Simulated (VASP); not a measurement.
Set up this calculation in VASP 6.6.1, as the native input.

- Task: relaxation of cell and atoms
- Functional: SCAN
- Potentials or basis: VASP PAW PBE potentials, release 64 (Ba_sv, Zr_sv, O)
- Cutoff: 600 eV
- k mesh: 6 × 6 × 6
- Occupations: gaussian, width 0.05 eV
- Spin: no spin polarisation
- Further INCAR settings: ALGO = Normal; EDIFF = 1e-06; IBRION = 2; EDIFFG = -0.005; NSW = 60; ISIF = 3

The structure of BaZrO3 lies in POSCAR:

```
BaZrO3
1.0
    4.1913400000      0.0000000000      0.0000000000
    0.0000000000      4.1913400000      0.0000000000
    0.0000000000      0.0000000000      4.1913400000
Ba Zr O
1 1 3
Direct
    0.0000000000      0.0000000000      0.0000000000
    0.5000000000      0.5000000000      0.5000000000
    0.5000000000      0.5000000000      0.0000000000
    0.5000000000      0.0000000000      0.5000000000
    0.0000000000      0.5000000000      0.5000000000
```

One way to write it, as run:

INCAR

```
  ALGO = Normal
  EDIFF = 1E-6
  EDIFFG = -0.005
  ENCUT = 600
  IBRION = 2
  ISIF = 3
  ISMEAR = 0
  LASPH = T
  LCHARG = F
  LMIXTAU = T
  LREAL = F
  LWAVE = F
  METAGGA = SCAN
  NELM = 100
  NSW = 60
  PREC = Accurate
  SIGMA = 0.05
```

KPOINTS

```
k-points
0
Gamma
  6 6 6
```

Potentials or basis: VASP PAW PBE potentials, release 64 (Ba_sv, Zr_sv, O).

The run is started by

```bash
$ cat potpaw_PBE.64/Ba_sv/POTCAR potpaw_PBE.64/Zr_sv/POTCAR potpaw_PBE.64/O/POTCAR > POTCAR
$ mpirun -np 1 vasp_std > vasp.out
```

It gave:

```json
{
  "Relaxed volume": "14.89 Å³/atom",
  "Relaxed cell": "a = 4.207 Å, b = 4.207 Å, c = 4.207 Å, α = 90.00°, β = 90.00°, γ = 90.00°",
  "Space group after relaxing (to 0.05 Å)": "Pm-3m (No. 221)",
  "Energy gained by relaxing": "1.0 meV/atom",
  "Ionic steps": "3",
  "Pressure after relaxing": "0.0 GPa",
  "Band gap on the k mesh": "3.67 eV, indirect (least direct gap 3.93 eV)"
}
```

Caveat: the PAW data sets were made with another functional, which shifts forces and pressure a little; spin-orbit coupling is left out, which moves the levels of the heavy elements.

It took 5.5 min on 1 thread of Intel(R) Xeon(R) Platinum 8375C CPU @ 2.90GHz (Ice Lake), on a shared host, peak memory 0.26 GiB.
